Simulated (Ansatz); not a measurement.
All-electron card of Zn

```
CELL_PARAMETERS angstrom
2.61436 0.00000 0.00000
-1.30718 2.26410 0.00000
0.00000 0.00000 4.87316
ATOMIC_POSITIONS crystal
Zn 0.33333 0.66667 0.25000
Zn 0.66667 0.33333 0.75000
```

Atoms are numbered in the order listed.

Structure from Materials Project entry mp-79 (possibly hypothetical), not relaxed further.

Method: DFT, PBEsol, all-electron LAPW, scalar-relativistic in Ansatz 0.2.0.

Settings: a Γ-centred 18×18×9 k mesh, Fermi–Dirac smearing of 0.03 eV, basis error target 0.5 meV/atom, no spin polarisation.

* Stress xx, yy, zz (compression positive): -2.19, -2.19, 0.34 GPa
* Density of states at the Fermi level (0.2 eV bin): 0.38 states/eV per cell
* Volume per atom: 14.42 Å³

Q: Predict this quantity. Pressure at this cell.

A: -1.34 GPa.

Q: Band gap: what does the calculation give?

A: none: bands cross the Fermi level, a metal.
